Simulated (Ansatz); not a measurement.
# MoS2: the cost of one run

Method: DFT PBE+D3(BJ), scalar-relativistic, plane waves, PAW, in Ansatz 0.2.0.

The COD entry's cell or inner coordinates are ideal or old and differ from later refinements, so a difference from it is no clean test against experiment.

9 further runs of the same task are left out: 1 that didn't finish, 8 set aside as unsound or not needed.

## Step 1: Starting point

It takes space group R-3m (No. 166, trigonal). Conventional cell: a = 3.134 Å, b = 3.134 Å, c = 17.865 Å, α = 90.00°, β = 90.00°, γ = 120.00°. Mo (site symmetry -3m) has 6 S at 2.42 Å in its first shell of neighbours. Around S (site symmetry 3m) lie 3 Mo at 2.42 Å.

Structure file:

```
Mo S
1.0
     1.56712    0.90477    5.95499
    -1.56712    0.90477    5.95499
     0.00000   -1.80955    5.95499
Mo S
1 2
Cartesian
  0.0000 0.0000 0.0000
  0.0000 0.0000 13.5125
  0.0000 0.0000 4.3524
```

It is the result of an earlier relaxation at this level (volume 16.89 Å³/atom; gap on the mesh: none (metal)).

## Step 2: The grid

Atoms count from 1 in the order of the input.

The upper layer of a bilayer is slid over the lower one; relaxed at each slide: the heights of all atoms; the origin of the map has S4 above S3.

The axes are (1) slide of the upper layer along the first cell vector, from S4 above S3: 6 values from 0.000 to 0.833, periodic; (2) slide of the upper layer along the second cell vector, from S4 above S3: 6 values from 0.000 to 0.833, periodic.

Relaxed at each point: the heights of all atoms. Points are written as (first, second).

The two vectors of the plane (Å): (3.135, 0.000, 0.000); (-1.567, 2.715, 0.000).

## Step 3: Grid point (0/6, 0/6) of the map's two axes

File input.yaml:

```yaml
crystal:
  lattice:
    - [3.1346592678, 0.0, 0.0]
    - [-1.5673296339, 2.7146945582, 0.0]
    - [0.0, 0.0, 23.9375766341]
  atoms:
    - { symbol: S, position: [0.0, 0.0, 0.1879889543] }
    - { symbol: Mo, position: [0.6666666667, 0.3333333333, 0.2552219154] }
    - { symbol: S, position: [0.3333333333, 0.6666666667, 0.3224548765] }
    - { symbol: S, position: [0.3333333333, 0.6666666667, 0.4703812959] }
    - { symbol: Mo, position: [1.0, 1.0, 0.537614257] }
    - { symbol: S, position: [0.6666666667, 1.3333333333, 0.6048472181] }
basis:
  ecutwfc: 420
kpoints:
  mp_grid: { grid: [12, 12, 1] }
hamiltonian:
  xc: pbe
  pseudopotentials: { kind: paw, azcp: { folder: soft_1 } }
  dispersion: d3bj
scf:
  occupations: { method: gaussian, width: 0.1 }
output:
  forces: true
  eigenvalues: true
relax:
  adjacent_minimum: "off"
  f_tol: 0.003
  max_steps: 20
  constraints: [{ site: 0 }, { sites: [1, 2, 3, 4, 5], fix: xy }]
efield:
  axis: 3
  dipole_correction: true
  ramp_width: 0.04
```

Started as:

```sh
$ ansatz run input.yaml --threads 1 --pin off --max-ram 3072MiB --backend cpu --events-out ev --progress --plain --runs-dir out
```

Q: Estimate wall time and peak memory on 1 thread of AMD EPYC 9R45 (Zen 5), shared host.

About 21 s, with a peak of 0.5 GiB.
